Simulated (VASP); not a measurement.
InP: relaxation of cell and atoms with LDA

Crystal: InP.

```xyz
2
Lattice="0.0000 2.9305 2.9305 2.9305 0.0000 2.9305 2.9305 2.9305 0.0000" Properties=species:S:1:pos:R:3 pbc="T T T"
In    0.0000    0.0000    0.0000
P     4.3957    4.3957    4.3957
```

* Program: VASP 6.6.1
* Task: relaxation of cell and atoms
* Functional: LDA
* Potentials or basis: VASP PAW LDA potentials, release 64 (In_d, P)
* Cutoff: 600 eV
* k mesh: 8 × 8 × 8
* Occupations: fermi-dirac, width 0.05 eV
* Spin: no spin polarisation
* Further INCAR settings: ALGO = Fast; EDIFF = 1e-06; IBRION = 2; EDIFFG = -0.02; NSW = 60; ISIF = 3

```yaml
Relaxed_volume: 24.74 Å³/atom
Relaxed_cell: a = 4.121 Å, b = 4.121 Å, c = 4.121 Å, α = 60.00°, β = 60.00°, γ = 60.00°
Space_group_after_relaxing_to_0.05_Å: F-43m (No. 216)
Energy_gained_by_relaxing: 1.5 meV/atom
Ionic_steps: 3
Pressure_after_relaxing: 0.0 GPa
Band_gap_on_the_k_mesh: 0.60 eV, direct
```

The path:
| step | energy change (eV) | largest force (eV/Å) | pressure (GPa) | volume (Å³) |
| --- | --- | --- | --- | --- |
| 1 | 0.0000 | 0.0000 | -1.10 | 50.33 |
| 2 | -0.0022 | 0.0000 | 0.63 | 49.08 |
| 3 | -0.0030 | 0.0000 | -0.03 | 49.49 |

Final structure:
```yaml
crystal:
  lattice:
    - [0.00000, 2.91400, 2.91400]
    - [2.91400, 0.00000, 2.91400]
    - [2.91400, 2.91400, 0.00000]
  atoms:
    - { symbol: In, position: [0.00000, 0.00000, 0.00000] }
    - { symbol: P, position: [0.75000, 0.75000, 0.75000] }
```

Levels at points of the mesh, in eV from the valence-band top:
```
           k point  band 7  band 8  band 9  band 10  band 11  band 12
(0.00, 0.00, 0.00)    0.00    0.00    0.00     0.60     3.96     3.96
(0.50, 0.00, 0.00)   -5.92   -1.02   -1.02     1.37     4.70     4.70
(0.50, 0.50, 0.00)   -5.93   -2.42   -2.42     1.57     2.12     9.10
```

Run time: 34 s on 1 thread of Intel(R) Xeon(R) 6975P-C (Granite Rapids) (shared host), peak memory 0.19 GiB.

Caveat: spin-orbit coupling is left out, which moves the levels of the heavy elements. LDA usually gives volumes a few per cent too small.
